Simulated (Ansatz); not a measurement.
## Clamped-ion strain scan in KCl

Computed with DFT LDA, scalar-relativistic, plane waves, PAW (Ansatz). Cutoff 420 eV, Γ-centred 6×6×6 k-points, Gaussian smearing of 0.05 eV. No spin polarisation. Energies are free energies at this smearing, counted from the undisturbed cell; pressure is positive in compression.

The undisturbed cell (as given, not relaxed at this level; it stands at -3.1 GPa; this CsCl-type form isn't the usual structure):

```
K Cl
1.0
     3.83920    0.00000    0.00000
     0.00000    3.83920    0.00000
     0.00000    0.00000    3.83920
K Cl
1 1
Cartesian
  0.0000 0.0000 0.0000
  1.9196 1.9196 1.9196
```

The cell is strained by ε times the Voigt pattern (0, 1, 0, 0, 0, 0) (xx, yy, zz, yz, xz, xy; engineering shear) with fractional coordinates fixed.

```csv
ε,ΔE (meV/atom)
-0.0400,-16.3
-0.0300,-13.4
-0.0200,-9.7
-0.0100,-5.2
0.0000,0.0
0.0100,5.9
0.0200,12.5
0.0300,19.7
0.0350,23.5
0.0400,27.5
```

(1) Predict the pressure (GPa) at each point.

## Answers

(1)
| ε | pressure (GPa) |
| --- | --- |
| -0.0400 | -2.6 |
| -0.0300 | -2.8 |
| -0.0200 | -2.9 |
| -0.0100 | -3.0 |
| 0.0000 | -3.1 |
| 0.0100 | -3.3 |
| 0.0200 | -3.4 |
| 0.0300 | -3.5 |
| 0.0350 | -3.5 |
| 0.0400 | -3.5 |